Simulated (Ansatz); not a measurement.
The system is SnO2.

```
Sn O
1.0
     0.00000    2.57415    2.57415
     2.57415    0.00000    2.57415
     2.57415    2.57415    0.00000
Sn O
1 2
Direct
  0.00000 0.00000 0.00000
  0.75000 0.75000 0.75000
  0.25000 0.25000 0.25000
```

Measurements of this composition are mostly on another form, of space group No. 136.

Program: Ansatz 0.2.0. Alike in all runs: task single point; potentials or basis Ansatz PAW; no spin polarisation; cell as given; k mesh 5 × 5 × 5; cutoff (eV) 420; smearing fermi-dirac 0.05 eV; the mesh is coarse, so values aren't converged.

Task: Order these runs on this cell by their pressure, lowest first.
A. level PBE0
B. level PBEsol0
C. level B3LYP

Result: B (-17.2 GPa), A (-12.5 GPa), C (-5.4 GPa).

Caveats: all runs use coarse meshes; the PAW data sets come from PBE, with cores solved anew for the run's functional, which leaves a small shift of forces and pressure; the thresholds are loose for stress; so large a pressure means that the cell lies far from this level's equilibrium, or that cutoff or potentials fall short (some runs).
